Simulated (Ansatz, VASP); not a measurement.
# One calculation of NaI, two programs

```
Na I
1.0
     3.29802    3.29802    0.00000
    -3.29802    3.29802    0.00000
     0.00000    3.29802    3.20133
Na I
1 1
Direct
  0.00000 0.00000 0.00000
  0.50000 0.50000 0.00000
```

Change from the starting cell: in-plane strain +0.02, out-of-plane length and atoms relaxed by PAW.

Alike in both runs: functional r2SCAN; k mesh 6 × 6 × 6; no spin polarisation.

Ansatz relaxed the structure, and its values are those at the end. VASP's run is a single point on that final structure, the one shown.

```csv
,VASP,Ansatz
version,VASP 6.6.1,Ansatz 0.2.0
potentials or method,"VASP PAW PBE potentials, release 64 (Na_pv, I)","PAW with Ansatz's default frozen-core files, scalar-relativistic"
plane-wave cutoff (eV),520,500
occupations,"gaussian, width 0.01 eV",fixed
valence electrons in the cell,14,26
```

|  | VASP | Ansatz | Ansatz less VASP |
| --- | --- | --- | --- |
| pressure (GPa) | -0.6 | -0.5 | +0.09 |

The two sets of potentials don't hold the same shells in valence.

Caveats: the PAW data sets were made with another functional, which shifts forces and pressure a little (VASP).
